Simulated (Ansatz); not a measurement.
Relaxed structure of N2 on the (100) surface of Al, one molecule per 31.7 Å² (the molecule's atoms stand last):

```
Al N
1.0
     5.63242    0.00000    0.00000
     0.00000    5.63242    0.00000
     0.00000    0.00000   24.56519
Al N
16 2
Direct
  0.25000 0.25000 0.32566
  0.25000 0.75000 0.32566
  0.75000 0.25000 0.32566
  0.75000 0.75000 0.32566
  0.50000 0.50000 0.40673
  0.50000 0.00000 0.40673
  0.00000 0.50000 0.40673
  0.00000 0.00000 0.40673
  0.74995 0.74991 0.48508
  0.74998 0.24978 0.48507
  0.24993 0.74992 0.48507
  0.24994 0.24982 0.48506
  0.99983 0.99966 0.56886
  0.00019 0.49960 0.56864
  0.49985 0.99987 0.56872
  0.49985 0.49962 0.56873
  0.81070 0.80287 0.71878
  0.68067 0.65711 0.72172
```

The calculation used DFT PBE+D3(BJ), scalar-relativistic, plane waves, PAW (Ansatz). Cutoff 420 eV; k points 4×4×1 on the computed 18-atom cell (Γ-centred); Gaussian smearing, width 0.10 eV; no spin polarisation. The cell repeats along c with a dipole correction in the vacuum.

The slab and the molecular layer are also computed alone at these places.

Q: How does the adsorption energy per molecule split into interaction and deformation?

A: E_ads = -0.088 eV: interaction of the rigid parts -0.083 eV, deformation of the slab +0.002 eV, deformation of the molecule with its lateral interactions -0.008 eV.

Q: How much charge moves across the plane at z = 15.82 Å, midway between slab and molecule?

A: No net charge (under 0.01 e); half the integral of |Δρ| is 0.02 e.

Q: How does the density difference (whole less rigid parts, positive where electrons gather), summed over the plane, run along c?

A: (z (Å), Δρ (e/Å)): (6.00, 0.000), (6.28, 0.000), (6.41, 0.000), (6.69, 0.000), (6.82, 0.000), (7.10, 0.000), (7.23, 0.000), (7.51, -0.001), (7.64, -0.001), (7.92, -0.001), (8.05, -0.001), (8.32, 0.000), (8.46, 0.000), (8.73, 0.000), (8.87, 0.000), (9.14, 0.000), (9.28, 0.000), (9.55, 0.000), (9.69, 0.000), (9.96, 0.000), (10.10, 0.001), (10.37, 0.001), (10.51, 0.001), (10.78, 0.000), (10.92, -0.001), (11.19, -0.002), (11.33, -0.002), (11.60, -0.001), (11.74, 0.000), (12.01, 0.002), (12.15, 0.002), (12.42, 0.003), (12.56, 0.002), (12.83, 0.000), (12.96, -0.001), (13.24, -0.003), (13.37, -0.003), (13.65, -0.002), (13.78, 0.000), (14.06, 0.003), (14.19, 0.005), (14.47, 0.006), (14.60, 0.006), (14.88, 0.003), (15.01, 0.002), (15.29, -0.001), (15.42, -0.002), (15.69, -0.003), (15.83, -0.002), (16.10, -0.002), (16.24, -0.002), (16.51, -0.001), (16.65, -0.001), (16.92, -0.001), (17.06, -0.001), (17.33, 0.000), (17.47, -0.001), (17.74, -0.003), (17.88, -0.001), (18.15, 0.001), (18.29, 0.001), (18.56, 0.001), (18.70, 0.000), (18.97, 0.000), (19.11, 0.000), (19.38, 0.000), (19.52, 0.000), (19.79, 0.000), (19.93, 0.000), (20.20, 0.000)